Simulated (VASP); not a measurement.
A run of VASP 6.6.1:

INCAR

```
SYSTEM = KF
  ALGO = Normal
  EDIFF = 1E-7
  ENCUT = 520
  GGA = PE
  ISIF = 2
  ISMEAR = 0
  LASPH = .TRUE.
  LCHARG = .TRUE.
  LELF = .TRUE.
  LREAL = .FALSE.
  LVHAR = .TRUE.
  LWAVE = .FALSE.
  NBANDS = 15
  NELM = 60
  PREC = Accurate
  SIGMA = 0.02
```

KPOINTS

```
k-points
0
G
  8 8 8
  0 0 0
```

The input POSCAR:

```
KF
1.0
    0.0000000000      2.5821999750      2.5821999750
    2.5821999750      0.0000000000      2.5821999750
    2.5821999750      2.5821999750      0.0000000000
K F
1 1
Direct
    0.0000000000      0.0000000000      0.0000000000
    0.5000000000      0.5000000000      0.5000000000
```

Potentials or basis: VASP PAW PBE potentials, release 64 (K_sv, F).

Launch:

```console
$ cat potpaw_PBE.64/K_sv/POTCAR potpaw_PBE.64/F/POTCAR > POTCAR
$ mpirun -np 1 vasp_std > vasp.out
```

Hardware: 1 thread of Intel(R) Xeon(R) 6975P-C (Granite Rapids) (shared host).

Problem. Estimate the wall time of this run.

Solution. Run time: 8 s on 1 thread of Intel(R) Xeon(R) 6975P-C (Granite Rapids), with other jobs on the host, peak memory 0.16 GiB. Counts: scf iterations 14, k points 29.
